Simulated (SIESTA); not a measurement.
Band structure of LiI (Fm-3m, 2 atoms in the cell).

```xyz
2
Lattice="0.0000 2.9275 2.9275 2.9275 0.0000 2.9275 2.9275 2.9275 0.0000" Properties=species:S:1:pos:R:3 pbc="T T T"
Li     0.0000     0.0000     0.0000
I      2.9275     2.9275     2.9275
```

Computed with SIESTA with GGA PBE, numerical atomic orbitals DZP, PseudoDojo PBE standard norm-conserving potentials (rewritten from UPF to PSML).

Settings: XC.functional = GGA; XC.authors = PBE; potentials = PseudoDojo PBE standard; PAO.BasisSize = DZP; PAO.EnergyShift = 0.01 Ry; MeshCutoff = 400 Ry; kgrid.MonkhorstPack = 8 8 8; OccupationFunction = FD; ElectronicTemperature = 10 K; PAO.Polarization.NonPerturbative = true; MaxSCFIterations = 150; SCF.Mixer.Method = Pulay; SCF.Mixer.Weight = 0.25; SCF.Mixer.History = 6.

The starting cell comes from a database of computed structures (which also holds hypothetical and non-ambient phases and stackings), without a prior relaxation at this level. Its lattice was rescaled by a random factor within 2.5 % of one. Spin-orbit coupling is off. Values carry the incompleteness of an atom-centred basis.

Q: Predict the gap along the standard path and the places of the band edges.

A: The gap along the path is 4.64 eV, from a point between K and Γ to X; the smallest direct gap on it is 4.92 eV.

Levels in eV from the top of the valence band on the path, bands 2 to 6:
```json
[
 {"point": "Γ", "2": "-11.98", "3": "-0.02", "4": "-0.02", "5": "-0.02", "6": "4.90"},
 {"point": "X", "2": "-11.04", "3": "-3.34", "4": "-1.40", "5": "-1.40", "6": "4.64"},
 {"point": "W", "2": "-11.05", "3": "-2.55", "4": "-2.55", "5": "-1.46", "6": "6.45"},
 {"point": "K", "2": "-11.08", "3": "-2.92", "4": "-2.24", "5": "-1.07", "6": "5.08"},
 {"point": "L", "2": "-11.33", "3": "-3.39", "4": "-0.31", "5": "-0.31", "6": "4.83"},
 {"point": "U", "2": "-11.08", "3": "-2.92", "4": "-2.24", "5": "-1.07", "6": "5.08"}
]
```

Higher empty bands are left out: an atom-centred basis made for the valence describes them poorly.
